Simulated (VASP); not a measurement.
A calculation with VASP 6.6.1 of O (native input, structure from a POSCAR):

Contents of INCAR:

```
SYSTEM = O
PREC     = Accurate       ! precision mode
ENCUT    = 520            ! plane-wave cutoff, eV
EDIFF    = 1E-6           ! SCF threshold, eV
ISMEAR   = 0              ! smearing method
SIGMA    = 0.1            ! smearing width, eV
LREAL    = .FALSE.        ! projectors in reciprocal space
LASPH    = .TRUE.         ! aspherical terms in the spheres
NELM     = 60             ! most SCF steps
ALGO     = Normal         ! electronic algorithm
ISIF     = 2              ! what is computed and relaxed
LWAVE    = .FALSE.        ! write WAVECAR
LCHARG   = .FALSE.        ! write CHGCAR
NBANDS   = 13             ! bands
```

The input KPOINTS:

```
Automatic mesh
0
G
  12 12 12
  0 0 0
```

File POSCAR:

```
O
4.3327
    0.000000000000      0.436191058693      0.899863133843
    0.346613658919      0.000000000000      0.899863133843
    0.346613658919      0.436191058693      0.000000000000
O
2
Direct
    0.5789020000      0.5789020000      0.4210980000
    0.4210980000      0.4210980000      0.5789020000
```

Potentials or basis: VASP PAW LDA potentials, release 54 (O).

Run with:

```sh
$ cat potpaw_LDA.54/O/POTCAR > POTCAR
$ mpirun -np 1 vasp_std > vasp.out
```

Problem. Write the same calculation in another form: ASE script, structure from a POSCAR.

Solution. As run:

File run.py:

```python
from ase.calculators.vasp import Vasp
from ase.dft.bandgap import bandgap
from ase.io import read

atoms = read('POSCAR')
calc = Vasp(
    directory='calc',
    xc='lda',
    pp='LDA',
    setups='recommended',
    pp_version='54',
    prec='Accurate',
    encut=520,
    ediff=1e-06,
    ismear=0,
    sigma=0.1,
    lreal=False,
    lasph=True,
    nelm=100,
    algo='Fast',
    isif=2,
    lwave=False,
    lcharg=False,
    kpts=[12, 12, 12],
    gamma=True,
)
atoms.calc = calc

print('energy (eV):', atoms.get_potential_energy())
print('free energy (eV):', atoms.get_potential_energy(force_consistent=True))
print('forces (eV/A):')
print(atoms.get_forces())
print('stress (eV/A^3, Voigt):', atoms.get_stress())
print('Fermi level (eV):', calc.get_fermi_level())
gap, top, bottom = bandgap(calc)
print('band gap (eV):', gap, 'from (spin, k, band)', top, 'to', bottom)
```

Contents of POSCAR:

```
O
1.0
    0.0000000000      1.8898850000      3.8988370000
    1.5017730000      0.0000000000      3.8988370000
    1.5017730000      1.8898850000      0.0000000000
O
2
Direct
    0.5789020000      0.5789020000      0.4210980000
    0.4210980000      0.4210980000      0.5789020000
```

Potentials or basis: VASP PAW LDA potentials, release 54 (O).

The run is started by

```sh
$ python run.py
```

Both were run:

|  | native input, structure from a POSCAR | ASE script, structure from a POSCAR |
| --- | --- | --- |
| Pressure | -8.2 GPa | -8.2 GPa |
| Largest force | 0.880 eV/Å | 0.875 eV/Å |
| Band gap on the k mesh | none (metal or under the smearing width) | none (metal or under the smearing width) |

Keys that steer only the numerical path or the files written may differ.

Caveat: the standard files for N, O and F lose accuracy on very short bonds; spin is off for a triplet molecule.
